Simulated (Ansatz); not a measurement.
Where the states of CdO lie

```cif
data_structure
_symmetry_space_group_name_H-M 'P 1'
_symmetry_Int_Tables_number 1
_cell_length_a 3.3208
_cell_length_b 3.3208
_cell_length_c 3.3208
_cell_angle_alpha 60.000
_cell_angle_beta 60.000
_cell_angle_gamma 60.000
_cell_volume 25.89
loop_
_atom_site_label
_atom_site_type_symbol
_atom_site_fract_x
_atom_site_fract_y
_atom_site_fract_z
_atom_site_occupancy
Cd1 Cd 0.00000 0.00000 0.00000 1
O1 O 0.50000 0.50000 0.50000 1
```

The runs use the primitive cell with vectors (0.000, 2.348, 2.348), (2.348, 0.000, 2.348), (2.348, 2.348, 0.000) Å, to which the k mesh refers.

The cell comes from COD entry 9006671, which wasn't checked; take it as a given geometry.

These are results of DFT, PBE, all-electron LAPW, scalar-relativistic (Ansatz 0.2.0), not measurements.

Settings: a Γ-centred 11×11×11 k mesh, Fermi–Dirac smearing of 0.02 eV, basis error target 0.5 meV/atom, no spin polarisation.

States per eV and cell, averaged over 0.6 eV, from -5.8 to 3.6 eV, with energies (bin centres) from the Fermi level; empty bins are left out. The partial columns, the largest 4 alone, are projections on Löwdin-orthogonalised atomic shells (those that the program's projection atoms carry: the occupied ones and, for some elements, an empty d or f shell; other empty shells have no column), summed over atoms of an element. Weights on diffuse s and p shells depend on that basis and aren't pure angular character.

| E (eV) | total | O 2p | Cd 4d | Cd 5s | O 2s |
| --- | --- | --- | --- | --- | --- |
| -5.6 | 0.07 | 0.00 | 0.07 | 0.00 | 0.00 |
| -4.4 | 0.02 | 0.02 | 0.00 | 0.00 | 0.00 |
| -3.8 | 1.85 | 1.10 | 0.34 | 0.34 | 0.03 |
| -3.2 | 1.35 | 0.79 | 0.20 | 0.27 | 0.06 |
| -2.6 | 0.94 | 0.76 | 0.07 | 0.05 | 0.01 |
| -2.0 | 1.39 | 1.20 | 0.11 | 0.02 | 0.01 |
| -1.4 | 1.94 | 1.69 | 0.16 | 0.03 | 0.01 |
| -0.8 | 1.58 | 1.34 | 0.18 | 0.01 | 0.00 |
| -0.2 | 0.93 | 0.79 | 0.12 | 0.00 | 0.00 |
| 0.4 | 0.01 | 0.00 | 0.00 | 0.01 | 0.00 |
| 1.0 | 0.03 | 0.01 | 0.00 | 0.02 | 0.01 |
| 1.6 | 0.06 | 0.02 | 0.00 | 0.03 | 0.01 |
| 2.2 | 0.09 | 0.03 | 0.00 | 0.04 | 0.01 |
| 2.8 | 0.14 | 0.05 | 0.00 | 0.07 | 0.01 |
| 3.4 | 0.21 | 0.07 | 0.00 | 0.10 | 0.02 |

(1) Where is the centre of the filled Cd 4d states between -14 eV and the top of the filled states?

Answers

(1) -6.37 eV from the Fermi level.
